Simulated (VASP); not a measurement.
Runs of VASP 6.6.1 on TaS2. Symmetry: P-3m1, No. 164, trigonal system. Conventional cell: a = 3.350 Å, b = 3.350 Å, c = 5.860 Å, α = 90.00°, β = 90.00°, γ = 120.00°. Ta (site symmetry -3m) has 6 S at 2.43 Å as nearest neighbours. S (site symmetry 3m) is surrounded by 3 Ta at 2.43 Å. 

```csv
task,level,cell,cutoff (eV),gap on the mesh (eV),pressure (GPa),relaxed volume (Å³/atom),largest force (eV/Å)
relaxation of cell and atoms,MS2,relaxed,600,none,0.1,20.46,-
band structure,revTPSS,as given,520,-,6.7,-,1.26
band structure,MS2,as given,520,-,6.7,-,(a)
relaxation of cell and atoms,revTPSS,relaxed,600,none,0.0,19.88,-
```

Alike in all rows: potentials or basis VASP PAW PBE potentials, release 64 (Ta_pv, S); no spin polarisation; k mesh 9 × 9 × 5; smearing fermi-dirac 0.05 eV.

Estimate the missing entries.

(a) 1.05.

Caveats: the PAW data sets were made with another functional, which shifts forces and pressure a little; spin-orbit coupling is left out, which moves the levels of the heavy elements (some runs); this functional lacks dispersion, which binds the layers, so the pressure and a relaxed spacing across them are unreliable (some runs).

A k mesh can miss the band edges, and the runs leave out spin-orbit coupling on Ta.

A gap of «none» marks a metal or a gap under the smearing width.
